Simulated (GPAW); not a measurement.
# InAs in GPAW: convergence with k mesh

The system is InAs.

```
CELL_PARAMETERS angstrom
0.00000 3.01800 3.01800
3.01800 0.00000 3.01800
3.01800 3.01800 0.00000
ATOMIC_POSITIONS crystal
In 0.00000 0.00000 0.00000
As 0.75000 0.75000 0.75000
```

| Item | Value |
| --- | --- |
| Program | GPAW 26.7.0 |
| Task | convergence study |
| Functional | LDA |
| Potentials or basis | the program's PAW data sets (release 1.2.1) made for this functional |
| Cutoff | 600 eV |
| Basis | pw |
| k mesh | 2 × 2 × 2 |
| Occupations | fermi-dirac, width 0.05 eV |
| Spin | no spin polarisation |

These are the settings of the first run; the series varies k mesh, with any setting tied to it.

Hardware: 1 thread of Arm Neoverse V1 (shared host).

Q: The values tried are 2 × 2 × 2, 3 × 3 × 3, 4 × 4 × 4, 5 × 5 × 5, 6 × 6 × 6, 7 × 7 × 7, 8 × 8 × 8, 10 × 10 × 10, loosest first. From which on does the pressure stay within 0.1 GPa of the tightest run that finished?

A: From 6 × 6 × 6 on.

| k mesh | energy less the tightest run, at zero smearing (meV/atom) | pressure (GPa) | SCF cycles | CPU time (s) | peak memory (GiB) |
| --- | --- | --- | --- | --- | --- |
| 2 × 2 × 2 | 1001.65 | 6.99 | 9 | 3.1 | 0.14 |
| 3 × 3 × 3 | 238.60 | 1.28 | 9 | 3.6 | 0.14 |
| 4 × 4 × 4 | 72.23 | 0.03 | 9 | 5.4 | 0.14 |
| 5 × 5 × 5 | 25.33 | -0.33 | 9 | 6.2 | 0.14 |
| 6 × 6 × 6 | 9.82 | -0.45 | 9 | 8.9 | 0.15 |
| 7 × 7 × 7 | 4.01 | -0.50 | 9 | 11 | 0.15 |
| 8 × 8 × 8 | 1.60 | -0.51 | 9 | 15 | 0.16 |
| 10 × 10 × 10 | 0.00 | -0.52 | 9 | 22 | 0.18 |

Not settled before the last step: the energy (to 1 meV/atom). Meshes of other sizes hit other points, so gaps and Fermi surfaces needn't settle smoothly. The tightest run that finished is the yardstick and may itself not be fully converged.
